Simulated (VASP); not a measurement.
# InSe (P6_3/mmc) in VASP: further runs

The runs below take InSe through single point, relaxation of cell and atoms, with PBE, PBE0.

All numbers are computed with VASP 6.6.1; they aren't measurements. Logs are shortened: lines on timing, memory, paths and dates and some standing lists are left out, and cuts for length are marked.

**1. Starting point**

The structure is hexagonal, space group P6_3/mmc (No. 194). The conventional cell has a = 4.050 Å, b = 4.050 Å, c = 16.930 Å, α = 90.00°, β = 90.00°, γ = 120.00°. In (site symmetry 3m) is surrounded by 3 Se at 2.52 Å. Se (site symmetry 3m) is surrounded by 3 In at 2.52 Å.

**2. Single point, PBE, non-collinear spin, zero start, spin-orbit coupling**

INCAR

```
SYSTEM = InSe
PREC = Accurate ; ENCUT = 400
EDIFF = 1E-6 ; ISMEAR = 0
SIGMA = 0.02 ; LREAL = .False.
LASPH = .True. ; NELM = 80
ALGO = Normal ; ISIF = 2
LWAVE = .False. ; LCHARG = .True.
MAGMOM = 0 0 0 0 0 0 0 0 0 0 0 0 0 0 0 0 0 0 0 0 0 0 0 0 ; LORBIT = 11
LSORBIT = .True. ; GGA_COMPAT = .False.
GGA = PE ; LVHAR = .True.
NBANDS = 94
```

KPOINTS

```
Automatic mesh
0
Gamma
  6 6 1
  0 0 0
```

POSCAR

```
InSe
1.0
    4.0500000000      0.0000000000      0.0000000000
   -2.0250000000      3.5074028853      0.0000000000
    0.0000000000      0.0000000000     16.9300000000
In Se
4 4
Direct
    0.3333333333      0.6666666667      0.1570000000
    0.6666666667      0.3333333333      0.6570000000
    0.3333333333      0.6666666667      0.3430000000
    0.6666666667      0.3333333333      0.8430000000
    0.3333333333      0.6666666667      0.6020000000
    0.6666666667      0.3333333333      0.1020000000
    0.3333333333      0.6666666667      0.8980000000
    0.6666666667      0.3333333333      0.3980000000
```

Potentials or basis: VASP PAW PBE potentials, release 64 (In_d, Se).

Launch:

```console
$ cat potpaw_PBE.64/In_d/POTCAR potpaw_PBE.64/Se/POTCAR > POTCAR
$ mpirun -np 1 vasp_ncl > vasp.out
```

OUTCAR:

```text
SYSTEM = InSe
   PREC = Accurate
   ENCUT = 400
   EDIFF = 1E-6
   ISMEAR = 0
   LREAL = .False.
   LASPH = .True.
   NELM = 80
   ISIF = 2
   LORBIT = 11
   LSORBIT = .True.
   GGA = PE

 ion  position               nearest neighbor table
   1  0.333  0.667  0.157-   6 2.52   6 2.52   6 2.52   3 3.15
   2  0.667  0.333  0.657-   5 2.52   5 2.52   5 2.52   4 3.15
   3  0.333  0.667  0.343-   8 2.52   8 2.52   8 2.52   1 3.15
   4  0.667  0.333  0.843-   7 2.52   7 2.52   7 2.52   2 3.15
   5  0.333  0.667  0.602-   2 2.52   2 2.52   2 2.52
   6  0.667  0.333  0.102-   1 2.52   1 2.52   1 2.52
   7  0.333  0.667  0.898-   4 2.52   4 2.52   4 2.52
   8  0.667  0.333  0.398-   3 2.52   3 2.52   3 2.52

  LATTYP: Found a hexagonal cell.
 ALAT       =     4.0500000000
 C/A-ratio  =     4.1802469136

  Lattice vectors:

 A1 = (   4.0500000000,   0.0000000000,   0.0000000000)
 A2 = (  -2.0250000000,   3.5074028853,   0.0000000000)
 A3 = (   0.0000000000,   0.0000000000,  16.9300000000)

Analysis of symmetry for initial positions (statically):
=====================================================================
 Subroutine PRICEL returns:
 Original cell was already a primitive cell.

 Routine SETGRP: Setting up the symmetry group for a
 hexagonal supercell.

 Subroutine GETGRP returns: Found 24 space group operations
 (whereof 12 operations were pure point group operations)
 out of a pool of 24 trial point group operations.

The static configuration has the point symmetry D_3d.
 The point group associated with its full space group is D_6h.

Analysis of symmetry for dynamics (positions and initial velocities):
=====================================================================
 Subroutine PRICEL returns:
 Original cell was already a primitive cell.

 Routine SETGRP: Setting up the symmetry group for a
 hexagonal supercell.

 Subroutine GETGRP returns: Found 24 space group operations
 (whereof 12 operations were pure point group operations)
 out of a pool of 24 trial point group operations.

The dynamic configuration has the point symmetry D_3d.
 The point group associated with its full space group is D_6h.

Analysis of structural, dynamic, and magnetic symmetry:
=====================================================================
 Subroutine PRICEL returns:
 Original cell was already a primitive cell.

 Routine SETGRP: Setting up the symmetry group for a
 hexagonal supercell.

 Subroutine GETGRP returns: Found 24 space group operations
 (whereof 12 operations were pure point group operations)
 out of a pool of 24 trial point group operations.

The overall configuration has the point symmetry D_3d.
 The point group associated with its full space group is D_6h.

 Subroutine INISYM returns: Found 24 space group operations
 (whereof 12 operations are pure point group operations),
 and found     1 'primitive' translations

----------------------------------------------------------------------------------------

                                     Primitive cell

  volume of cell :     240.4903

  direct lattice vectors                    reciprocal lattice vectors
     4.050000000  0.000000000  0.000000000     0.246913580  0.142555622  0.000000000
    -2.025000000  3.507402885  0.000000000     0.000000000  0.285111244  0.000000000
     0.000000000  0.000000000 16.930000000     0.000000000  0.000000000  0.059066745

  length of vectors
     4.050000000  4.050000000 16.930000000     0.285111244  0.285111244  0.059066745

  position of ions in fractional coordinates (direct lattice)
     0.333333333  0.666666667  0.157000000
     0.666666667  0.333333333  0.657000000
     0.333333333  0.666666667  0.343000000
     0.666666667  0.333333333  0.843000000
[... 107 lines left out ...]
 number of electron      76.0000000 magnetization       0.0000000      0.0000000      0.0000000

 number of electron      75.9999992 magnetization       0.0000000      0.0000000     -0.0000000

 number of electron      75.9999992 magnetization       0.0000000     -0.0000000     -0.0000000

 Free energy of the ion-electron system (eV)
  ---------------------------------------------------
  ext. energy  EPLUGINS =         0.00000000
  ---------------------------------------------------
  free energy    TOTEN  =       -26.69991373 eV

  energy without entropy =      -26.69869911  energy(sigma->0) =      -26.69930642

 E-fermi :   4.2391     XC(G=0):  -8.6725

 val. band max:        4.2301353004   @ k =   0.0000   0.0000   0.0000
 cond. band min:       4.6892386654   @ k =   0.0000   0.0000   0.0000
 fundamental gap:      0.4591033650
 Fermi energy:         4.2390690145

 k-point     1 :       0.0000    0.0000    0.0000
  band No.  band energies     occupation
      1     -11.2493      1.00000
      2     -11.2493      1.00000
      3     -11.2460      1.00000
      4     -11.2460      1.00000
      5     -11.2367      1.00000
      6     -11.2367      1.00000
[... 626 lines left out ...]
     87       8.2867      0.00000
     88       8.2867      0.00000
 [bands above 88 left out]

------------------------ aborting loop because EDIFF is reached ----------------------------------------

  FORCE on cell =-STRESS in cart. coord.  units (eV):
  Direction    XX          YY          ZZ          XY          YZ          ZX
  --------------------------------------------------------------------------------------
  -------------------------------------------------------------------------------------
  Total       15.9061697     15.9061697      2.7396992      0.0000000      0.0000000     -0.0000000
  in kB      105.9689318    105.9689318     18.2522259      0.0000000      0.0000000     -0.0000000
  external PRESSURE =      76.7300298 kB  Pullay stress =       0.0000000 kB

 VOLUME and BASIS-vectors are now :
 -----------------------------------------------------------------------------
  energy-cutoff  :      400.00
  volume of cell :      240.49
      direct lattice vectors                 reciprocal lattice vectors
     4.050000000  0.000000000  0.000000000     0.246913580  0.142555622  0.000000000
    -2.025000000  3.507402885  0.000000000     0.000000000  0.285111244  0.000000000
     0.000000000  0.000000000 16.930000000     0.000000000  0.000000000  0.059066745

 POSITION                                       TOTAL-FORCE (eV/Angst)
 -----------------------------------------------------------------------------------
     -0.00000      2.33827      2.65801         0.000000     -0.000000      2.876689
      2.02500      1.16913     11.12301         0.000000      0.000000      2.876689
     -0.00000      2.33827      5.80699        -0.000000      0.000000     -2.876689
      2.02500      1.16913     14.27199        -0.000000     -0.000000     -2.876689
     -0.00000      2.33827     10.19186         0.000000     -0.000000     -1.985238
      2.02500      1.16913      1.72686        -0.000000      0.000000     -1.985238
     -0.00000      2.33827     15.20314        -0.000000     -0.000000      1.985238
      2.02500      1.16913      6.73814        -0.000000      0.000000      1.985238
 -----------------------------------------------------------------------------------
    total drift:                               -0.000000     -0.000000      0.000000

  FREE ENERGIE OF THE ION-ELECTRON SYSTEM (eV)
  ---------------------------------------------------
  free  energy   TOTEN  =       -26.6999137286 eV

  energy  without entropy=      -26.6986991055  energy(sigma->0) =      -26.69930642

 Spin-Orbit-Coupling matrix elements

 Ion:    1  E_soc:     -0.0716636
 l=   1
     0.0000000    -0.0056934    -0.0052201
    -0.0056934     0.0000000    -0.0056934
    -0.0052201    -0.0056934     0.0000000
 l=   2
     0.0000000    -0.0012755     0.0000000    -0.0012755    -0.0052001
    -0.0012755     0.0000000    -0.0038343    -0.0012539    -0.0012755
     0.0000000    -0.0038343     0.0000000    -0.0038343     0.0000000
    -0.0012755    -0.0012539    -0.0038343     0.0000000    -0.0012755
    -0.0052001    -0.0012755     0.0000000    -0.0012755     0.0000000
 l=   3
     0.0000000     0.0000000     0.0000000     0.0000000     0.0000000     0.0000000     0.0000000
     0.0000000     0.0000000     0.0000000     0.0000000     0.0000000     0.0000000     0.0000000
     0.0000000     0.0000000     0.0000000     0.0000000     0.0000000     0.0000000     0.0000000
     0.0000000     0.0000000     0.0000000     0.0000000     0.0000000     0.0000000     0.0000000
[... 129 lines left out ...]
 l=   2
     0.0000000    -0.0000002     0.0000000    -0.0000002    -0.0000024
    -0.0000002     0.0000000     0.0000008     0.0000016    -0.0000002
     0.0000000     0.0000008     0.0000000     0.0000008     0.0000000
    -0.0000002     0.0000016     0.0000008     0.0000000    -0.0000002
    -0.0000024    -0.0000002     0.0000000    -0.0000002     0.0000000
 l=   3
     0.0000000     0.0000000     0.0000000     0.0000000     0.0000000     0.0000000     0.0000000
     0.0000000     0.0000000     0.0000000     0.0000000     0.0000000     0.0000000     0.0000000
     0.0000000     0.0000000     0.0000000     0.0000000     0.0000000     0.0000000     0.0000000
     0.0000000     0.0000000     0.0000000     0.0000000     0.0000000     0.0000000     0.0000000
     0.0000000     0.0000000     0.0000000     0.0000000     0.0000000     0.0000000     0.0000000
     0.0000000     0.0000000     0.0000000     0.0000000     0.0000000     0.0000000     0.0000000
     0.0000000     0.0000000     0.0000000     0.0000000     0.0000000     0.0000000     0.0000000

 total charge

# of ion       s       p       d       tot
------------------------------------------
    1        0.863   0.709   9.903  11.476
    2        0.863   0.709   9.903  11.476
    3        0.863   0.709   9.903  11.476
    4        0.863   0.709   9.903  11.476
    5        1.461   2.434   0.029   3.924
    6        1.461   2.434   0.029   3.924
    7        1.461   2.434   0.029   3.924
    8        1.461   2.434   0.029   3.924
--------------------------------------------------
tot          9.296  12.572  39.728  61.597

 magnetization (x)

# of ion       s       p       d       tot
------------------------------------------
    1       -0.000   0.000   0.000  -0.000
    2       -0.000  -0.000   0.000  -0.000
    3        0.000   0.000   0.000   0.000
    4       -0.000  -0.000   0.000  -0.000
    5        0.000   0.000   0.000   0.000
    6        0.000  -0.000   0.000  -0.000
    7        0.000  -0.000  -0.000  -0.000
    8        0.000   0.000   0.000   0.000
--------------------------------------------------
tot         -0.000  -0.000  -0.000  -0.000

 magnetization (y)

# of ion       s       p       d       tot
------------------------------------------
    1        0.000   0.000   0.000   0.000
    2       -0.000   0.000   0.000  -0.000
    3       -0.000   0.000   0.000  -0.000
    4        0.000   0.000   0.000   0.000
    5        0.000   0.000   0.000   0.000
    6        0.000   0.000   0.000   0.000
    7        0.000   0.000   0.000   0.000
    8        0.000   0.000   0.000   0.000
--------------------------------------------------
tot          0.000   0.000   0.000   0.000

 magnetization (z)

# of ion       s       p       d       tot
------------------------------------------
    1        0.000   0.000   0.000   0.000
    2        0.000   0.000   0.000   0.000
    3        0.000   0.000   0.000   0.000
    4        0.000   0.000   0.000   0.000
    5        0.000   0.000   0.000   0.000
    6        0.000   0.000   0.000   0.000
    7        0.000   0.000   0.000   0.000
    8        0.000   0.000   0.000   0.000
--------------------------------------------------
tot          0.000   0.000   0.000   0.000
```

Run time: 3.3 min. Hardware: 1 thread of Intel Xeon 6975P-C (Granite Rapids), shared host; peak memory 0.7 GiB.

What came out:

```yaml
Free_energy: -26.6999 eV
Pressure: 7.7 GPa
Largest_force: 2.877 eV/Å
Net_moment: 0.00 μB per cell
Valence_electrons_inside_the_program's_atomic_spheres: In 11.48; Se 3.92
```

Forces in eV/Å, atoms in the order of the input:
```
In   0.000  0.000  2.877
In   0.000  0.000  2.877
In   0.000  0.000 -2.877
In   0.000  0.000 -2.877
Se   0.000  0.000 -1.985
Se   0.000  0.000 -1.985
Se   0.000  0.000  1.985
Se   0.000  0.000  1.985
```

Stress tensor (GPa, compression positive):
```
10.60  0.00  0.00
 0.00 10.60  0.00
 0.00  0.00  1.83
```

Moments on the atoms (μB; x, y, z):
```
In  0.00 0.00 0.00
In  0.00 0.00 0.00
In  0.00 0.00 0.00
In  0.00 0.00 0.00
Se  0.00 0.00 0.00
Se  0.00 0.00 0.00
Se  0.00 0.00 0.00
Se  0.00 0.00 0.00
```

Caveat: the k mesh is coarse (spacing up to 0.37 Å⁻¹), so the values aren't converged; this functional lacks dispersion, which binds the layers, so the pressure and a relaxed spacing across them are unreliable; forces of over 1 eV/Å show positions far from the minimum, so gaps and moduli don't describe the material at rest.

**3. Single point, PBE0**

POSCAR is that of step 2.

INCAR.step1

```
SYSTEM = InSe
PREC     = Accurate       ! precision mode
ENCUT    = 400            ! plane-wave cutoff, eV
EDIFF    = 1E-5           ! SCF threshold, eV
ISMEAR   = 0              ! smearing method
SIGMA    = 0.02           ! smearing width, eV
LREAL    = .FALSE.        ! projectors in reciprocal space
LASPH    = .TRUE.         ! aspherical terms in the spheres
NELM     = 80             ! most SCF steps
ALGO     = Normal         ! electronic algorithm
ISIF     = 2              ! what is computed and relaxed
LWAVE    = .TRUE.         ! write WAVECAR
GGA      = PE             ! functional
```

INCAR.step2

```
SYSTEM = InSe
PREC     = Accurate       ! precision mode
ENCUT    = 400            ! plane-wave cutoff, eV
EDIFF    = 1E-6           ! SCF threshold, eV
ISMEAR   = 0              ! smearing method
SIGMA    = 0.02           ! smearing width, eV
LREAL    = .FALSE.        ! projectors in reciprocal space
LASPH    = .TRUE.         ! aspherical terms in the spheres
NELM     = 80             ! most SCF steps
ALGO     = Normal         ! electronic algorithm
ISIF     = 2              ! what is computed and relaxed
LWAVE    = .FALSE.        ! write WAVECAR
LCHARG   = .TRUE.         ! write CHGCAR
GGA      = PE             ! functional
LHFCALC  = .TRUE.         ! exact exchange
AEXX     = 0.25           ! exact-exchange fraction
PRECFOCK = Normal       
LELF     = .TRUE.         ! ELF
LVHAR    = .TRUE.       
ISTART   = 1
```

KPOINTS

```
Automatic mesh
0
G
  3 3 1
  0 0 0
```

Potentials or basis: VASP PAW PBE potentials, release 64 (In_d, Se).

Launch:

```console
$ cat potpaw_PBE.64/In_d/POTCAR potpaw_PBE.64/Se/POTCAR > POTCAR
$ cp INCAR.step1 INCAR
$ mpirun -np 1 vasp_std > vasp.out
$ cp INCAR.step2 INCAR
$ mpirun -np 1 vasp_std > vasp.out
```

Wall time 17 min (1 thread of Intel Xeon Platinum 8375C at 2.90GHz (Ice Lake), shared host); peak memory 0.33 GiB.

The run converged. Its results:

* Free energy: -35.7135 eV
* Pressure: 6.6 GPa
* Largest force: 2.686 eV/Å
* Band gap on the k mesh: 0.47 eV, direct

Forces in eV/Å, atoms in the order of the input:
```
In   0.000  0.000  2.686
In   0.000  0.000  2.686
In   0.000  0.000 -2.686
In   0.000  0.000 -2.686
Se   0.000  0.000 -1.766
Se   0.000  0.000 -1.766
Se   0.000  0.000  1.766
Se   0.000  0.000  1.766
```

Stress tensor (GPa, compression positive):
```
10.08  0.00  0.00
 0.00 10.08  0.00
 0.00  0.00 -0.38
```

Levels at points of the mesh, in eV from the valence-band top:
| k point | band 34 | band 35 | band 36 | band 37 | band 38 | band 39 | band 40 | band 41 | band 42 | band 43 |
| --- | --- | --- | --- | --- | --- | --- | --- | --- | --- | --- |
| (0.00, 0.00, 0.00) | -2.81 | -2.74 | -2.74 | -1.58 | 0.00 | 0.47 | 1.45 | 2.27 | 2.62 | 5.02 |

Caveat: the k mesh is coarse (spacing up to 0.60 Å⁻¹), so the values aren't converged, least of all with exact exchange; the PAW data sets were made with another functional, which shifts forces and pressure a little; spin-orbit coupling is left out, which moves the levels of the heavy elements; this functional lacks dispersion, which binds the layers, so the pressure and a relaxed spacing across them are unreliable.

(Continued in part 2 of 2.)
